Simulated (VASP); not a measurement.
**SnO2 (Cassiterite): atomic charges with PBEsol**

The system is SnO2 (Cassiterite).

```xyz
6
Lattice="4.7380 0.0000 0.0000 0.0000 4.7380 0.0000 0.0000 0.0000 3.1865" Properties=species:S:1:pos:R:3 pbc="T T T"
Sn    2.3690    2.3690    1.5933
Sn    0.0000    0.0000    0.0000
O     3.8240    0.9140    1.5933
O     3.2830    3.2830    0.0000
O     0.9140    3.8240    1.5933
O     1.4550    1.4550    0.0000
```

```json
{
  "Program": "VASP 6.6.1",
  "Task": "atomic charges",
  "Functional": "PBEsol",
  "Potentials or basis": "VASP PAW PBE potentials, release 64 (Sn_d, O_s)",
  "Cutoff": "400 eV",
  "k mesh": "6 × 6 × 8",
  "Occupations": "fermi-dirac, width 0.1 eV",
  "Spin": "no spin polarisation",
  "Further INCAR settings": "ALGO = Normal; EDIFF = 1e-06"
}
```

```yaml
Pressure: 5.5 GPa
Largest_force: 0.243 eV/Å
Band_gap_on_the_k_mesh: 1.16 eV, direct
Valence_electrons_inside_the_program's_atomic_spheres: Sn 12.40; O 6.00
```

Forces in eV/Å, atoms in the order of the input:
```
Sn   0.000  0.000  0.000
Sn   0.000  0.000  0.000
O   -0.172  0.172  0.000
O    0.172  0.172  0.000
O    0.172 -0.172  0.000
O   -0.172 -0.172  0.000
```

Stress tensor (GPa, compression positive):
```
4.59 0.00 0.00
0.00 4.59 0.00
0.00 0.00 7.22
```

Levels at points of the mesh, in eV from the valence-band top:
```csv
k point,band 24,band 25,band 26,band 27,band 28,band 29
"(0.00, 0.00, 0.00)",-0.80,-0.80,0.00,1.16,6.02,6.17
"(0.50, 0.00, 0.00)",-1.22,-0.66,-0.66,4.35,4.35,6.91
"(0.50, 0.50, 0.00)",-1.34,-0.92,-0.92,4.74,4.74,7.37
"(0.00, 0.00, 0.50)",-1.70,-1.28,-1.28,6.13,6.13,9.59
"(0.50, 0.00, 0.50)",-1.13,-0.72,-0.72,6.41,6.41,7.90
"(0.50, 0.50, 0.50)",-1.00,-0.85,-0.85,4.80,4.80,8.69
```

Run time: 26 s on 1 thread of Intel(R) Xeon(R) 6975P-C (Granite Rapids), on a shared host, peak memory 0.19 GiB.

Caveat: the PAW data sets were made with another functional, which shifts forces and pressure a little; spin-orbit coupling is left out, which moves the levels of the heavy elements. Expect the measured gap to be larger: semilocal functionals such as PBEsol lack the derivative discontinuity.
